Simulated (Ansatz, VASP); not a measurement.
# HCl: VASP beside Ansatz

INCAR

```
ALGO     = Fast           # electronic algorithm
EDIFF    = 1E-6           # SCF threshold, eV
ENCUT    = 520            # plane-wave cutoff, eV
GGA      = PS             # functional
ISIF     = 2              # what is computed and relaxed
ISMEAR   = 0              # smearing method
LASPH    = T              # aspherical terms in the spheres
LCHARG   = T              # write CHGCAR
LELF     = T              # ELF
LREAL    = F              # projectors in reciprocal space
LVHAR    = T            
LWAVE    = F              # write WAVECAR
NBANDS   = 11             # bands
NELM     = 100            # most SCF steps
PREC     = Accurate       # precision mode
SIGMA    = 0.15           # smearing width, eV
```

The input KPOINTS:

```
k-points
0
Gamma
  16 16 16
```

Contents of POSCAR:

```
HCl
1.0
    0.0000000000      2.8890000000      2.6266000000
    2.7162000000      0.0000000000      2.6266000000
    2.7162000000      2.8890000000      0.0000000000
H Cl
1 1
Direct
    0.0000000000      0.0000000000      0.0000000000
    0.5000000000      0.5000000000      0.5000000000
```

Input for Ansatz:

```yaml
crystal:
  lattice:
    - [0.0, 2.889, 2.6266]
    - [2.7162, 0.0, 2.6266]
    - [2.7162, 2.889, 0.0]
  atoms:
    - { symbol: H, position: [0.0, 0.0, 0.0] }
    - { symbol: Cl, position: [0.5, 0.5, 0.5] }
basis:
  ecutwfc: 420
kpoints:
  mp_grid: { grid: [16, 16, 16] }
hamiltonian:
  xc: pbesol
scf:
  occupations: { method: gaussian, width: 0.15 }
output:
  forces: true
  stress: true
  eigenvalues: true
```

Change from the starting cell: strain +0.080 along x and y, -0.080 along z, atoms carried along.

Alike in both runs: task single point; functional PBEsol; k mesh 16 × 16 × 16; occupations gaussian, width 0.15 eV; no spin polarisation.

|  | VASP | Ansatz |
| --- | --- | --- |
| version | VASP 6.6.1 | Ansatz 0.2.0 |
| potentials or method | VASP PAW PBE potentials, release 64 (H, Cl) | scalar-relativistic, plane waves, PAW |
| plane-wave cutoff (eV) | 520 | 420 |
| valence electrons in the cell | 8 | 8 |

```csv
,VASP,Ansatz,Ansatz less VASP
gap on the k mesh at the Fermi level (eV),none,none,-
pressure (GPa),-10.4,-10.3,+0.06
largest component of the traceless stress (GPa),3.58,3.57,-0.008
```

A gap of «none» marks a metal or a gap that the smearing closes.

Caveats: the PAW data sets were made with another functional, which shifts forces and pressure a little (VASP).
